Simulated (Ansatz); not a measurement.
Crystal: TaN.

```xyz
2
Lattice="2.7323 0.0000 0.0000 0.0000 2.7323 0.0000 0.0000 0.0000 2.7323" Properties=species:S:1:pos:R:3 pbc="T T T"
Ta    0.0000    0.0000    0.0000
N     1.3662    1.3662    1.3662
```

The cell comes from a database or a generator and needn't be the stable form of this composition.

- Program: Ansatz 0.2.0
- Task: relaxation of cell and atoms
- Functional: PBEsol0
- Potentials or basis: Ansatz PAW
- Cutoff: 420 eV (not typed: the program's choice for these potentials)
- k mesh: 5 × 5 × 5
- Occupations: fermi-dirac, width 0.05 eV
- Spin: no spin polarisation

At the start: volume 10.20 Å³/atom.

Q: How do energy, volume and symmetry change on relaxing?

A: It ends after 7 steps and the volume is 9.98 Å³/atom (-2.2 %); space group Pm-3m (No. 221, to 0.05 Å).

Step by step:
| step | energy change (eV) | largest force (eV/Å) | volume (Å³) |
| --- | --- | --- | --- |
| 1 | 0.0000 | 0.0000 | 20.40 |
| 2 | -0.0082 | 0.0000 | 19.70 |
| 3 | -0.0117 | 0.0000 | 19.97 |
| 4 | -0.0117 | 0.0000 | 19.96 |
| 5 | -0.0106 | 0.0000 | 19.96 |
| 6 | -0.0106 | 0.0000 | 19.96 |
| 7 | -0.0106 | 0.0000 | 19.96 |

Final structure:
```yaml
crystal:
  lattice:
    - [2.71251, 0.00000, 0.00000]
    - [0.00000, 2.71251, 0.00000]
    - [0.00000, 0.00000, 2.71251]
  atoms:
    - { symbol: Ta, position: [0.00000, 0.00000, 0.00000] }
    - { symbol: N, position: [0.50000, 0.50000, 0.50000] }
```

Caveat: the k mesh is coarse (spacing up to 0.46 Å⁻¹), so the values aren't converged, least of all with exact exchange; the plane-wave basis is chosen anew once the cell has moved, so the energies of steps on either side of that aren't comparable; the pressure holds a Pulay correction of +0.4 GPa for the finite cutoff; the PAW data sets come from PBE, with cores solved anew for the run's functional, which leaves a small shift of forces and pressure.
